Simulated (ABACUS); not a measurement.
MoS2:

```
Mo S
1.0
     1.58000    0.91221    6.15000
    -1.58000    0.91221    6.15000
     0.00000   -1.82443    6.15000
Mo S
1 2
Direct
  0.00000 0.00000 0.00000
  0.41700 0.41700 0.41700
  0.25000 0.25000 0.25000
```

Measurements of this composition are mostly on another form, of space group No. 194.

Base run:

| Quantity | Value |
| --- | --- |
| Program | ABACUS 3.10.1 |
| Functional | PBEsol |
| Potentials or basis | SPMS ONCV 1.0 PBE |
| Cutoff | 1102 eV |
| Density cutoff | 4408 eV |
| Basis | plane waves |
| k mesh | 8 × 8 × 8 |
| Occupations | fermi-dirac, width 0.05 eV |
| Spin | no spin polarisation |

Its results: band gap on the k mesh 0.99 eV, indirect (least direct gap 2.04 eV); pressure 0.7 GPa; largest force 0.306 eV/Å.

Task: The run is repeated on the same cell with these changes: potentials or basis from SPMS ONCV 1.0 PBE to PseudoDojo NC SR 0.4.1 PBEsol standard; k mesh from 8 × 8 × 8 to 10 × 10 × 10. What comes out?

Result: Band gap on the k mesh 0.91 eV, indirect (least direct gap 1.96 eV); pressure 0.4 GPa; largest force 0.271 eV/Å.

Caveats: the potentials were made for another functional, which shifts forces and pressure (some runs).

A k mesh can miss the band edges.

Not every run made on this cell is shown here.
